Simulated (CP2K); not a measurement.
The system is C.

```xyz
2
Lattice="2.5221 0.0000 0.0000 1.2610 2.1842 0.0000 1.2610 0.7281 2.0593" Properties=species:S:1:pos:R:3 pbc="T T T"
C     3.7831    2.1842    1.5444
C     2.5221    1.4561    1.0296
```

This isn't the form of C at room conditions, which is graphite.

Program: CP2K 2026.2. Alike in all runs: task band structure; no spin polarisation; cell as given; k mesh 13 × 13 × 13.

**Question.** Order these runs on this cell by their pressure, lowest first.
A. level r2SCAN; potentials or basis POTENTIAL_UZH C GTH-SCAN-q4; TZVP-MOLOPT-SCAN-GTH basis; smearing fermi-dirac 0.05 eV; EPS_DEFAULT 1.0E-10; NGRIDS 5; basis sets C TZVP-MOLOPT-SCAN-GTH-q4; potentials C GTH-SCAN-q4 of POTENTIAL_UZH; bands added on the path 6
B. level LDA; potentials or basis GTH_POTENTIALS C GTH-PADE-q4; TZVP-MOLOPT-PBE-GTH basis; smearing fermi-dirac 0.1 eV; EPS_DEFAULT 1.0E-10; NGRIDS 4; basis sets C TZVP-MOLOPT-PBE-GTH-q4; potentials C GTH-PADE-q4 of GTH_POTENTIALS; bands added on the path 2
C. level PBEsol; potentials or basis POTENTIAL_UZH C GTH-PBE-q4; TZVP-MOLOPT-PBE-GTH basis; smearing fermi-dirac 0.1 eV; EPS_DEFAULT 1.0E-9; NGRIDS 5; basis sets C TZVP-MOLOPT-PBE-GTH-q4; potentials C GTH-PBE-q4 of POTENTIAL_UZH; bands added on the path 6
D. level PBE; potentials or basis POTENTIAL_UZH C GTH-PBE-q4; TZVP-MOLOPT-PBE-GTH basis; smearing fermi-dirac 0.05 eV; EPS_DEFAULT 1.0E-10; NGRIDS 4; basis sets C TZVP-MOLOPT-PBE-GTH-q4; potentials C GTH-PBE-q4 of POTENTIAL_UZH; bands added on the path 4

**Answer.** B (-11.1 GPa), A (-2.9 GPa), C (0.5 GPa), D (3.8 GPa).

Caveats: the basis of atomic orbitals isn't converged, which shifts pressures, moduli and gaps; the potentials were made for another functional, which shifts forces and pressure (some runs).

Not every run made on this cell is shown here.
